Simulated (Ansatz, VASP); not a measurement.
Two plane-wave programs on AlCo

File INCAR:

```
ALGO = Normal
EDIFF = 1E-7
ENCUT = 520
GGA = PE
ISIF = 2
ISMEAR = -1
LASPH = T
LCHARG = T
LELF = T
LREAL = F
LVHAR = T
LWAVE = F
NBANDS = 13
NELM = 100
PREC = Accurate
SIGMA = 0.1
```

File KPOINTS:

```
k-points
0
Gamma
  14 14 14
```

The input POSCAR:

```
AlCo
1.0
    0.0000000000      2.3387182421      2.3387182421
    2.3387182421      0.0000000000      2.3387182421
    2.3387182421      2.3387182421      0.0000000000
Co Al
1 1
Direct
    0.0000000000      0.0000000000      0.0000000000
    0.5000000000      0.5000000000      0.5000000000
```

Input for Ansatz:

```yaml
crystal:
  lattice:
    - [0.0, 2.3387182421, 2.3387182421]
    - [2.3387182421, 0.0, 2.3387182421]
    - [2.3387182421, 2.3387182421, 0.0]
  atoms:
    - { symbol: Co, position: [0.0, 0.0, 0.0] }
    - { symbol: Al, position: [0.5, 0.5, 0.5] }
kpoints:
  mp_grid: { grid: [14, 14, 14] }
scf:
  occupations: { method: fermi_dirac, width: 0.1 }
hamiltonian:
  xc: pbe
  pseudopotentials: { kind: paw }
output:
  forces: true
  stress: true
  eigenvalues: true
```

Change from the starting cell: volume scaled by 0.93, to set the pressure.

Alike in both runs: task single point; functional PBE; k mesh 14 × 14 × 14; occupations fermi-dirac, width 0.1 eV; no spin polarisation.

|  | VASP | Ansatz |
| --- | --- | --- |
| version | VASP 6.6.1 | Ansatz 0.2.0 |
| potentials or method | VASP PAW PBE potentials, release 64 (Co, Al) | PAW with Ansatz's default frozen-core files, scalar-relativistic |
| plane-wave cutoff (eV) | 520 | 420 |
| valence electrons in the cell | 12 | 20 |

VASP gave:

| Property | Result |
| --- | --- |
| pressure (GPa) | 10.0 |

Problem. What did Ansatz give for the same quantities?

Solution. Pressure (GPa): 10.1.

The two sets of potentials don't hold the same shells in valence.

Spin polarisation is off, so any magnetic state and its effect on volume and gap are missing.
